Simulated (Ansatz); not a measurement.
Relaxed-ion elastic tensor of BeO in space group P6_3mc (No. 186; Be on 2a, Be on 2b, O on 2a, O on 2b) in GPa (Voigt order), DFT-PBE in the program Ansatz with PAW potentials; density 2.96 g/cm³, 7.01 Å³ per atom.

```tsv
	1	2	3	4	5	6
1	428	123	76.4	0.0	0.0	0.0
2	123	428	76.4	0.0	0.0	0.0
3	76.4	76.4	475	0.0	0.0	0.0
4	0.0	0.0	0.0	135	0.0	0.0
5	0.0	0.0	0.0	0.0	135	0.0
6	0.0	0.0	0.0	0.0	0.0	153
```

Q: Is the crystal mechanically stable?

A: Yes: the smallest eigenvalue of C is 135 GPa.

Q: Work out the Voigt, Reuss and Hill averages.

A: K_V = 209, K_R = 209, K_H = 209; G_V = 155, G_R = 152, G_H = 153 GPa.

Q: Give Young's modulus, Poisson's ratio, Pugh's ratio and the universal anisotropy index.

A: E = 9KG/(3K + G) = 370 GPa; ν = 0.21; K/G = 1.36 (brittle by the Pugh limit of 1.75); A_U = 5G_V/G_R + K_V/K_R − 6 = 0.10.

Q: Estimate the sound speeds and the Debye temperature.

A: v_l = √((K + 4G/3)/ρ) = 11800 m/s, v_t = √(G/ρ) = 7200 m/s, mean 7950 m/s; Θ = (h/k)(3n/4πV)^(1/3) v_m = 1240 K.

Q: Solve the Christoffel equation for the three sound speeds along x, y, z.

A: Eigenvalues of C_ijkl n_j n_l equal ρv² (piezoelectric stiffening left out). In km/s, slowest first: x 6.76, 7.18, 12.02; y 6.76, 7.18, 12.02; z 6.76, 6.76, 12.65.

Q: How much does each axis shrink under pressure?

A: Linear compressibilities β_i = Σ_j S_ij (j = 1 to 3): x 1.6, y 1.6, z 1.6 per TPa.

The cell is a constructed one: a structure type filled with these elements. Its sites differ from those of the usual phase in this space group: another stacking or structure type. The cell was relaxed with PBE under the symmetry of its start; phonons on a q-mesh show no instability.

Potentials: the later of the program's two PAW sets.
